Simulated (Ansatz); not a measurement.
La, omega (AlB2-type): how the functional moves the structure

All rows: Ansatz, plane waves with scalar-relativistic PAW, 420 eV (500 eV for the SCAN forms), relaxed under each functional, no dispersion correction, no zero-point motion. B₀ comes from uniform scaling at fixed shape; a dash is a value not given.

```json
{"functional": "PBE", "V (Å³/atom)": "37.07", "cell": "a = 5.954 Å, c = 3.623 Å (c/a = 0.609)", "B₀ (GPa)": "27", "magnetic state": "non-magnetic", "ΔE to dhcp (meV/atom)": "31"}
{"functional": "r²SCAN", "V (Å³/atom)": "37.23", "cell": "a = 5.986 Å, c = 3.600 Å (c/a = 0.601)", "B₀ (GPa)": "26", "magnetic state": "non-magnetic", "ΔE to dhcp (meV/atom)": "13"}
{"functional": "PBEsol", "V (Å³/atom)": "34.24", "cell": "a = 5.806 Å, c = 3.518 Å (c/a = 0.606)", "B₀ (GPa)": "29", "magnetic state": "spin not included", "ΔE to dhcp (meV/atom)": "31"}
{"functional": "LDA", "V (Å³/atom)": "32.51", "cell": "a = 5.728 Å, c = 3.432 Å (c/a = 0.599)", "B₀ (GPa)": "31", "magnetic state": "spin not included", "ΔE to dhcp (meV/atom)": "33"}
{"functional": "revPBE", "V (Å³/atom)": "38.63", "cell": "a = 6.022 Å, c = 3.690 Å (c/a = 0.613)", "B₀ (GPa)": "26", "magnetic state": "spin not included", "ΔE to dhcp (meV/atom)": "32"}
{"functional": "RPBE", "V (Å³/atom)": "39.16", "cell": "a = 6.048 Å, c = 3.709 Å (c/a = 0.613)", "B₀ (GPa)": "25", "magnetic state": "spin not included", "ΔE to dhcp (meV/atom)": "33"}
{"functional": "BLYP", "V (Å³/atom)": "40.04", "cell": "a = 6.089 Å, c = 3.742 Å (c/a = 0.615)", "B₀ (GPa)": "27", "magnetic state": "spin not included", "ΔE to dhcp (meV/atom)": "36"}
```

LDA gives the smallest volume and BLYP the largest.
